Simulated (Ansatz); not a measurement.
Point defect: N vacancy in GaN

Level of theory: Ansatz, DFT PBE, scalar-relativistic, plane waves, PAW. (420 eV cutoff, 3×3×3 k-mesh, Gaussian smearing of 0.01 eV, collinear spin in charge 0, +2 alone)

Host crystal, relaxed:

```xyz
4
Lattice="3.2184 0.0000 0.0000 -1.6092 2.7872 0.0000 0.0000 0.0000 5.2432" Properties=species:S:1:pos:R:3 pbc="T T T"
Ga    1.6092    0.9291    2.6170
Ga    0.0000    1.8581    5.2386
N     1.6092    0.9291    4.5923
N     0.0000    1.8581    1.9707
```

Supercell of 48 atoms, rows in host cell vectors: 0 2 -1; 2 0 -1; -2 -2 -1. Atoms relax at the host's cell, keeping the symmetry that the supercell leaves at the site. The cell is small, so energies carry finite-size errors of tenths of an eV. The host's Kohn–Sham gap is 1.71 eV. Atoms are taken from and returned to the elements' standard states. Charged cells are corrected for image charges with the computed static dielectric tensor (mean 10.9) and aligned with the host's potential at far atoms (alignment terms reach 0.50 eV; the program doubts the alignment in some charges, where it is up to 0.50 eV). No band-filling term is added, and the Fermi level counts from the host's valence band top.

Starting moments were lost in some runs.

Defect: N vacancy set at (0.667, 0.333, 0.876) of the host cell. Before relaxation its nearest neighbours are 3 Ga at 1.97 Å, 1 Ga at 1.98 Å.

| charge | E_f at the valence band top (eV) | over the neutral state (eV) | moment (μB) | largest move (Å) | atoms near the site |
| --- | --- | --- | --- | --- | --- |
| +2 | 1.58 | -2.05 | 0.93 | 0.24 | 3 Ga at 2.15 Å, 1 Ga at 2.21 Å |
| +1 | 1.40 | -2.23 | 0.00 | 0.04 | 3 Ga at 1.98 Å, 1 Ga at 2.02 Å |
| 0 | 3.63 | 0.00 | 0.02 | 0.05 | 3 Ga at 1.92 Å, 1 Ga at 1.96 Å |

Among the charges computed the stable one is +1 at the valence band top and stays so across the gap. In charge 0 the extra carrier would gain by moving to a band edge of the host, so it isn't bound in the gap, though by less than the errors named above. In charge +2, 0 the cell has partly filled bands: a level of the defect may be part filled, the carrier may sit in the host's bands, or levels may cross between the k points, so transitions that involve it are doubtful. Fractional moments come from partly filled bands of the small cell.